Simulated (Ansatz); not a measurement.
Input and command of a plane-wave DFT calculation in Ansatz:

```yaml
crystal:
  lattice:
    - [3.8601906154, 0.0, 0.0]
    - [0.0, 3.8601906154, 0.0]
    - [1.9300953077, 1.9300953077, 2.7640457211]
  atoms:
    - { symbol: Ba, position: [0.0, 0.0, 0.0] }
    - { symbol: O, position: [0.5, 0.5, 0.0] }
basis:
  ecutwfc: 420
kpoints:
  mp_grid: { grid: [9, 9, 12] }
hamiltonian:
  xc: pbesol
scf:
  occupations: { method: gaussian, width: 0.1 }
output:
  forces: true
  stress: true
  eigenvalues: true
relax:
  adjacent_minimum: "off"
  f_tol: 0.01
  max_steps: 50
  cell: { fix: [a, b, gamma], stress_tol: 0.1 }
```

```bash
ansatz run input.yaml --threads 2 --pin off --max-ram 5120MiB --backend cpu --events-out ev --progress --plain --runs-dir out
```

Processor: Intel(R) Xeon(R) Platinum 8488C (Sapphire Rapids), 2 threads, on a host shared with other jobs.

Q: How long does it run, and how much memory does it take?

A: About 14 s on 2 threads of Intel(R) Xeon(R) Platinum 8488C (Sapphire Rapids), on a shared host, peak memory 0.51 GiB. It solves 12 bands at 275 k points (the mesh reduced by symmetry) with about 837 plane waves (on the last cell), in 24 SCF iterations over 4 ionic steps.
